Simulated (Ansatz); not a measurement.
Runs of Ansatz 0.2.0 on CuO (Tenorite). It takes space group C2/c (No. 15, monoclinic). The conventional cell has a = 4.684 Å, b = 3.423 Å, c = 5.129 Å, α = 90.00°, β = 99.54°, γ = 90.00°. Cu (site symmetry -1) is surrounded by 4 O at 1.95 to 1.96 Å. Around O (site symmetry 2) lie 4 Cu at 1.95 to 1.96 Å. 

```csv
task,level,potentials or basis,cell,cutoff (eV),points for each segment of the path,gap on the mesh (eV),pressure (GPa),V0 of scaled cells (Å³/atom),B0 (GPa),largest force (eV/Å)
band structure,PBE,Ansatz PAW,as given,420,14,none,5.7,-,-,0.26
band structure,rPW86-PBE,Ansatz PAW,as given,420,14,none,12.3,-,-,0.22
single point,PBE,Ansatz PAW,as given,800,-,none,5.7,-,-,0.26
equation of state,r2SCAN,Ansatz PAW,as given,500,-,-,-,10.06,187,-
equation of state,PBE,Ansatz PAW small core,as given,420,-,-,-,(c),(a),-
band structure,PBE,PseudoDojo standard (PBE files),as given,1252,14,none,5.6,-,-,(b)
equation of state,RPBE+D4,Ansatz PAW,as given,420,-,-,-,10.24,168,-
relaxation of cell and atoms,PBEsol+D3(BJ),Ansatz PAW,relaxed,420,-,-,0.0,-,-,-
```

Alike in all rows: no spin polarisation; k mesh 10 × 10 × 5; smearing fermi-dirac 0.05 eV.

Question: Estimate the missing entries.

Answer: (a) 162; (b) 0.27; (c) 10.47.

Caveats: the run has no spin polarisation, though such a crystal can be magnetic; semilocal functionals often make such compounds metallic where correlation or magnetic order opens a gap, which also shifts bond lengths (some runs); the cell was scaled at fixed shape and fractional positions, which overstates the stiffness of a crystal with free parameters, most of all of layers and chains (some runs); the PAW data sets come from PBE, with cores solved anew for the run's functional, which leaves a small shift of forces and pressure (some runs); the PAW data sets were made with another functional, which shifts forces and pressure a little (some runs); the potentials were made for another functional, which shifts forces and pressure (some runs); the plane-wave basis is chosen anew once the cell has moved, so the energies of steps on either side of that aren't comparable (some runs).

A gap of «none» marks a metal or a gap under the smearing width.
